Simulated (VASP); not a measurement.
# HfN (Fm-3m) in VASP: further runs

Runs on HfN. Level: PBE. Tasks: optical spectrum.

Everything below comes from runs of VASP 6.6.1. Logs are shortened: lines on timing, memory, paths and dates and some standing lists are left out, and cuts for length are marked.

### 1 Starting point

It takes space group Fm-3m (No. 225, cubic). The conventional cell has a = 4.525 Å, b = 4.525 Å, c = 4.525 Å, α = 90.00°, β = 90.00°, γ = 90.00°. Hf (site symmetry m-3m) is surrounded by 6 N at 2.26 Å. N (site symmetry m-3m) is surrounded by 6 Hf at 2.26 Å.

The cell was built by a generator and isn't the measured one.

### 2 Optical spectrum, PBE

INCAR

```
SYSTEM = HfN
ALGO = Normal
CSHIFT = 0.05
EDIFF = 1E-7
ENCUT = 520
GGA = PE
ISIF = 2
ISMEAR = -1
LASPH = .TRUE.
LCHARG = .FALSE.
LOPTICS = .TRUE.
LREAL = .FALSE.
LWAVE = .FALSE.
NBANDS = 40
NEDOS = 2000
NELM = 80
PREC = Accurate
SIGMA = 0.05
```

KPOINTS

```
k-points
0
G
  12 12 12
  0 0 0
```

POSCAR

```
HfN
1.0
    0.0000000000      2.2625000000      2.2625000000
    2.2625000000      0.0000000000      2.2625000000
    2.2625000000      2.2625000000      0.0000000000
Hf N
1 1
Direct
    0.0000000000      0.0000000000      0.0000000000
    0.5000000000      0.5000000000      0.5000000000
```

Potentials or basis: VASP PAW PBE potentials, release 64 (Hf_pv, N).

The run is started by

```sh
$ cat potpaw_PBE.64/Hf_pv/POTCAR potpaw_PBE.64/N/POTCAR > POTCAR
$ mpirun -np 1 vasp_std > vasp.out
```

OUTCAR:

```text
SYSTEM = HfN
   EDIFF = 1E-7
   ENCUT = 520
   GGA = PE
   ISIF = 2
   ISMEAR = -1
   LASPH = .TRUE.
   LREAL = .FALSE.
   NELM = 80
   PREC = Accurate

 ion  position               nearest neighbor table
   1  0.000  0.000  0.000-   2 2.26   2 2.26   2 2.26   2 2.26   2 2.26   2 2.26
   2  0.500  0.500  0.500-   1 2.26   1 2.26   1 2.26   1 2.26   1 2.26   1 2.26

  LATTYP: Found a face centered cubic cell.
 ALAT       =     4.5250000000

  Lattice vectors:

 A1 = (   0.0000000000,   2.2625000000,   2.2625000000)
 A2 = (   2.2625000000,   0.0000000000,   2.2625000000)
 A3 = (   2.2625000000,   2.2625000000,   0.0000000000)

Analysis of symmetry for initial positions (statically):
=====================================================================
 Subroutine PRICEL returns:
 Original cell was already a primitive cell.

 Routine SETGRP: Setting up the symmetry group for a
 face centered cubic supercell.

 Subroutine GETGRP returns: Found 48 space group operations
 (whereof 48 operations were pure point group operations)
 out of a pool of 48 trial point group operations.

The static configuration has the point symmetry O_h .

Analysis of symmetry for dynamics (positions and initial velocities):
=====================================================================
 Subroutine PRICEL returns:
 Original cell was already a primitive cell.

 Routine SETGRP: Setting up the symmetry group for a
 face centered cubic supercell.

 Subroutine GETGRP returns: Found 48 space group operations
[... 696 lines left out ...]
  Total        0.2365419      0.2365419      0.2365419      0.0000000      0.0000000      0.0000000
  in kB       16.3614903     16.3614903     16.3614903      0.0000000      0.0000000      0.0000000
  external PRESSURE =      16.3614903 kB  Pullay stress =       0.0000000 kB

 VOLUME and BASIS-vectors are now :
 -----------------------------------------------------------------------------
  energy-cutoff  :      520.00
  volume of cell :       23.16
      direct lattice vectors                 reciprocal lattice vectors
     0.000000000  2.262500000  2.262500000    -0.220994475  0.220994475  0.220994475
     2.262500000  0.000000000  2.262500000     0.220994475 -0.220994475  0.220994475
     2.262500000  2.262500000  0.000000000     0.220994475  0.220994475 -0.220994475

 POSITION                                       TOTAL-FORCE (eV/Angst)
 -----------------------------------------------------------------------------------
      0.00000      0.00000      0.00000         0.000000      0.000000      0.000000
      2.26250      2.26250      2.26250         0.000000      0.000000     -0.000000
 -----------------------------------------------------------------------------------
    total drift:                                0.000000     -0.000000     -0.000000

  FREE ENERGIE OF THE ION-ELECTRON SYSTEM (eV)
  ---------------------------------------------------
  free  energy   TOTEN  =       -21.7658676408 eV

  energy  without entropy=      -21.7631570635  energy(sigma->0) =      -21.76451235

 electrical conductivity sigma (Mega S m-1) (frequency dependency in vasprun.xml)
  --------------------------------------------------------------------------------------
       0.051      -0.000      -0.000
      -0.000       0.051      -0.000
      -0.000      -0.000       0.051

  frequency dependent IMAGINARY DIELECTRIC FUNCTION (independent particle, no local field effects) density-density
     E(ev)      X         Y         Z        XY        YZ        ZX
  --------------------------------------------------------------------------------------------------------------
     0.00000    -0.00000    -0.00000    -0.00000     0.00000    -0.00000     0.00000
     1.13078     0.00560     0.00560     0.00560    -0.00000     0.00000     0.00000
     2.26157     2.37011     2.37011     2.37011     0.00000     0.00000    -0.00000
     3.39235     1.50555     1.50555     1.50555     0.00000     0.00000    -0.00000
     4.52314     3.11608     3.11608     3.11608     0.00000     0.00000    -0.00000
     5.65392     7.14546     7.14546     7.14546     0.00000    -0.00000     0.00000
[... 92 lines left out ...]
   110.81688     0.00000     0.00000     0.00000     0.00000     0.00000     0.00000
   111.94766     0.00000     0.00000     0.00000     0.00000     0.00000     0.00000

  frequency dependent      REAL DIELECTRIC FUNCTION (independent particle, no local field effects) density-density
     E(ev)        X           Y           Z          XY          YZ          ZX
  --------------------------------------------------------------------------------------------------------------
     0.00000   528.82126   528.82126   528.82126     0.00000    -0.00000     0.00000
     1.13078     0.25726     0.25726     0.25726    -0.00000     0.00000     0.00000
     2.26157     5.04809     5.04809     5.04809    -0.00000     0.00000     0.00000
     3.39235     6.59705     6.59705     6.59705    -0.00000     0.00000     0.00000
     4.52314     9.00184     9.00184     9.00184    -0.00000    -0.00000     0.00000
     5.65392     7.83864     7.83864     7.83864     0.00000     0.00000    -0.00000
[... 92 lines left out ...]
   110.81688     0.91422     0.91422     0.91422     0.00000     0.00000     0.00000
   111.94766     0.91616     0.91616     0.91616     0.00000     0.00000     0.00000

  frequency dependent IMAGINARY DIELECTRIC FUNCTION (independent particle, no local field effects) current-current
     E(ev)      X         Y         Z        XY        YZ        ZX
  --------------------------------------------------------------------------------------------------------------
     0.00000   247.44420   247.44420   247.44420    -0.00000    -0.00000    -0.00000
     1.13078     0.00555     0.00555     0.00555    -0.00000     0.00000    -0.00000
     2.26157     2.37615     2.37615     2.37615     0.00000    -0.00000     0.00000
     3.39235     1.46281     1.46281     1.46281     0.00000    -0.00000    -0.00000
     4.52314     3.13753     3.13753     3.13753     0.00000    -0.00000     0.00000
     5.65392     7.13376     7.13376     7.13376     0.00000     0.00000     0.00000
[... 92 lines left out ...]
   110.81688     0.00000     0.00000     0.00000     0.00000     0.00000    -0.00000
   111.94766     0.00000     0.00000     0.00000     0.00000     0.00000    -0.00000

  frequency dependent      REAL DIELECTRIC FUNCTION (independent particle, no local field effects) current-current
     E(ev)        X           Y           Z          XY          YZ          ZX
  --------------------------------------------------------------------------------------------------------------
     0.00000   -34.91855   -34.91855   -34.91855     0.00000     0.00000     0.00000
     1.13078     5.61815     5.61815     5.61815     0.00000     0.00000    -0.00000
     2.26157     6.23284     6.23284     6.23284     0.00000     0.00000    -0.00000
     3.39235     7.13240     7.13240     7.13240     0.00000     0.00000    -0.00000
     4.52314     9.25564     9.25564     9.25564     0.00000     0.00000    -0.00000
     5.65392     7.90865     7.90865     7.90865    -0.00000     0.00000     0.00000
[... 92 lines left out ...]
   110.81688     0.91477     0.91477     0.91477     0.00000    -0.00000    -0.00000
   111.94766     0.91669     0.91669     0.91669     0.00000    -0.00000    -0.00000
```

OSZICAR:

```text
N       E                     dE             d eps       ncg     rms          rms(c)
DAV:   1     0.755960283332E+02    0.75596E+02   -0.53188E+03  5776   0.352E+02
DAV:   2    -0.219234342150E+02   -0.97519E+02   -0.90181E+02  6880   0.143E+02
DAV:   3    -0.247661715073E+02   -0.28427E+01   -0.28220E+01  6960   0.201E+01
DAV:   4    -0.247686720837E+02   -0.25006E-02   -0.25005E-02  6456   0.606E-01
DAV:   5    -0.247686731896E+02   -0.11059E-05   -0.11064E-05  6912   0.134E-02    0.486E+01
DAV:   6    -0.219097276080E+02    0.28589E+01   -0.32154E+00  7352   0.774E+00    0.453E+01
DAV:   7    -0.217973704851E+02    0.11236E+00   -0.92153E-02  6520   0.138E+00    0.266E+01
DAV:   8    -0.217668617633E+02    0.30509E-01   -0.48115E-02  6552   0.102E+00    0.101E+00
DAV:   9    -0.217659080852E+02    0.95368E-03   -0.18629E-03  6560   0.214E-01    0.461E-01
DAV:  10    -0.217658678206E+02    0.40265E-04   -0.28118E-04  6704   0.761E-02    0.137E-01
DAV:  11    -0.217658649524E+02    0.28682E-05   -0.10218E-05  6664   0.149E-02    0.281E-02
DAV:  12    -0.217658675593E+02   -0.26068E-05   -0.96157E-07  6808   0.425E-03    0.658E-03
DAV:  13    -0.217658676408E+02   -0.81525E-07   -0.79801E-09  4248   0.523E-04
   1 F= -.21765868E+02 E0= -.21764512E+02  d E =-.271058E-02
 imaginary and real dielectric function
```

It took 28 s on 1 thread of Intel Xeon Platinum 8488C (Sapphire Rapids), shared host; peak memory 0.21 GiB.

What came out:

| Quantity | Value |
| --- | --- |
| Free energy | -21.7659 eV |
| Pressure | 1.6 GPa |
| Band gap on the k mesh | none (metal or under the smearing width) |

Levels at points of the mesh, in eV from the Fermi level:
```
           k point  band 4  band 5  band 6  band 7  band 8  band 9  band 10  band 11  band 12  band 13
(0.00, 0.00, 0.00)  -17.50   -3.04   -3.04   -3.04   -0.36   -0.36    -0.36     1.73     1.94     1.94
(0.50, 0.00, 0.00)  -14.81   -8.88   -6.18   -6.18    3.24    3.67     3.67     4.39     8.76     8.76
(0.50, 0.50, 0.00)  -16.41   -5.43   -3.80   -3.71   -3.71    4.06     5.47     5.47     5.52     7.92
```

Dielectric function (mean over the directions given):
```
energy (eV)  real part  imaginary part
       0.28     -78.16           52.23
       0.96      -2.56            0.04
       1.64       4.19            0.51
       2.32       4.70            2.22
       3.00       6.43            0.02
       3.67       7.32            1.54
       4.35       9.01            1.77
       5.03       8.23            1.25
       5.71       7.51            6.84
       6.39       7.02            7.60
       7.07       4.73            5.93
       7.75       4.66            4.80
       8.42       1.61            8.46
       9.10       0.89            5.69
       9.78       1.19            5.66
      10.46      -0.24            6.85
      11.14      -1.53            5.02
      11.82      -2.02            4.03
      12.50      -2.57            2.27
      13.17      -0.76            1.93
      13.85      -1.25            1.90
      14.53      -0.77            1.80
      15.21      -0.12            1.06
      15.89      -0.10            1.26
      16.57      -0.30            1.27
      17.24      -0.30            1.33
      17.92       0.32            0.53
      18.60       0.44            0.68
      19.28       0.38            1.43
      19.96       0.25            0.84
```

Caveat: spectra need much finer meshes, so this one isn't converged; independent-particle spectra lack excitons; the intraband (Drude) part of a metal's response may be missing.

### 3 Optical spectrum, PBE

INCAR is that of step 2.

KPOINTS

```
k-points
0
G
  20 20 20
  0 0 0
```

POSCAR is that of step 2.

Potentials or basis: VASP PAW PBE potentials, release 64 (Hf_pv, N).

The run is started by

```sh
$ cat potpaw_PBE.64/Hf_pv/POTCAR potpaw_PBE.64/N/POTCAR > POTCAR
$ mpirun -np 1 vasp_std > vasp.out
```

OUTCAR:

```text
SYSTEM = HfN
   EDIFF = 1E-7
   ENCUT = 520
   GGA = PE
   ISIF = 2
   ISMEAR = -1
   LASPH = .TRUE.
   LREAL = .FALSE.
   NELM = 80
   PREC = Accurate

 ion  position               nearest neighbor table
[... 872 lines left out ...]
     2.26161     5.71502     5.71502     5.71502     0.00000     0.00000    -0.00000
     3.39241     7.29182     7.29182     7.29182     0.00000    -0.00000    -0.00000
     4.52322     7.81802     7.81802     7.81802    -0.00000    -0.00000     0.00000
     5.65402     7.25163     7.25163     7.25163     0.00000    -0.00000    -0.00000
[... 92 lines left out ...]
   110.81881     0.91429     0.91429     0.91429    -0.00000     0.00000    -0.00000
   111.94962     0.91622     0.91622     0.91622    -0.00000     0.00000    -0.00000

  frequency dependent IMAGINARY DIELECTRIC FUNCTION (independent particle, no local field effects) current-current
     E(ev)      X         Y         Z        XY        YZ        ZX
  --------------------------------------------------------------------------------------------------------------
     0.00000   475.64441   475.64441   475.64441    -0.00000    -0.00000     0.00000
     1.13080     1.58626     1.58626     1.58626     0.00000    -0.00000     0.00000
     2.26161     0.93499     0.93499     0.93499    -0.00000     0.00000    -0.00000
     3.39241     0.86793     0.86793     0.86793     0.00000    -0.00000    -0.00000
     4.52322     1.97010     1.97010     1.97010     0.00000     0.00000    -0.00000
     5.65402     7.92539     7.92539     7.92539    -0.00000    -0.00000     0.00000
[... 92 lines left out ...]
   110.81881     0.00000     0.00000     0.00000     0.00000    -0.00000    -0.00000
   111.94962     0.00000     0.00000     0.00000     0.00000    -0.00000    -0.00000

  frequency dependent      REAL DIELECTRIC FUNCTION (independent particle, no local field effects) current-current
     E(ev)        X           Y           Z          XY          YZ          ZX
  --------------------------------------------------------------------------------------------------------------
     0.00000   -64.64422   -64.64422   -64.64422     0.00000     0.00000    -0.00000
     1.13080     4.32270     4.32270     4.32270     0.00000     0.00000    -0.00000
     2.26161     6.31662     6.31662     6.31662     0.00000     0.00000    -0.00000
     3.39241     7.55912     7.55912     7.55912     0.00000     0.00000     0.00000
     4.52322     7.94113     7.94113     7.94113    -0.00000    -0.00000     0.00000
     5.65402     7.20158     7.20158     7.20158     0.00000     0.00000    -0.00000
[... 92 lines left out ...]
   110.81881     0.91455     0.91455     0.91455     0.00000    -0.00000    -0.00000
   111.94962     0.91648     0.91648     0.91648     0.00000    -0.00000    -0.00000
```

stdout:

```text
POSCAR found type information on POSCAR HfN
 POSCAR found :  2 types and       2 ions
 scaLAPACK will be used
 LDA part: xc-table for (Slater+PW92), standard interpolation
 POSCAR, INCAR and KPOINTS ok, starting setup
 FFT: planning ... GRIDC
 FFT: planning ... GRID_SOFT
 FFT: planning ... GRID
 WAVECAR not read
 entering main loop
 optical routines
 imaginary and real dielectric function
 recalculating local potential from charge density
 direction            1
 direction            2
 direction            3
```

Wall time 92 s (1 thread of Intel Xeon Platinum 8488C (Sapphire Rapids), shared host); peak memory 0.43 GiB.

Results:

```yaml
Free_energy: -21.7581 eV
Pressure: 1.7 GPa
Band_gap_on_the_k_mesh: none (metal or under the smearing width)
```

Dielectric function (mean over the directions given):
| energy (eV) | real part | imaginary part |
| --- | --- | --- |
| 0.28 | -48.38 | 73.48 |
| 0.96 | 0.21 | 2.12 |
| 1.64 | 3.66 | 0.14 |
| 2.32 | 5.73 | 0.92 |
| 3.00 | 6.10 | 1.26 |
| 3.68 | 6.99 | 1.65 |
| 4.35 | 7.95 | 2.50 |
| 5.03 | 9.97 | 3.07 |
| 5.71 | 6.84 | 6.69 |
| 6.39 | 6.38 | 8.86 |
| 7.07 | 5.11 | 6.51 |
| 7.75 | 3.16 | 6.93 |
| 8.42 | 2.51 | 7.67 |
| 9.10 | 1.82 | 6.21 |
| 9.78 | 0.76 | 6.30 |
| 10.46 | -0.16 | 6.52 |
| 11.14 | -1.39 | 6.08 |
| 11.82 | -2.78 | 4.97 |
| 12.50 | -2.25 | 1.64 |
| 13.17 | -1.05 | 1.56 |
| 13.85 | -0.89 | 1.63 |
| 14.53 | -0.55 | 1.32 |
| 15.21 | -0.30 | 1.00 |
| 15.89 | -0.19 | 1.30 |
| 16.57 | -0.22 | 1.36 |
| 17.24 | -0.28 | 0.65 |
| 17.92 | 0.21 | 0.78 |
| 18.60 | 0.50 | 0.82 |
| 19.28 | 0.38 | 1.44 |
| 19.96 | 0.16 | 0.97 |

Caveat: independent-particle spectra lack excitons; the intraband (Drude) part of a metal's response may be missing.
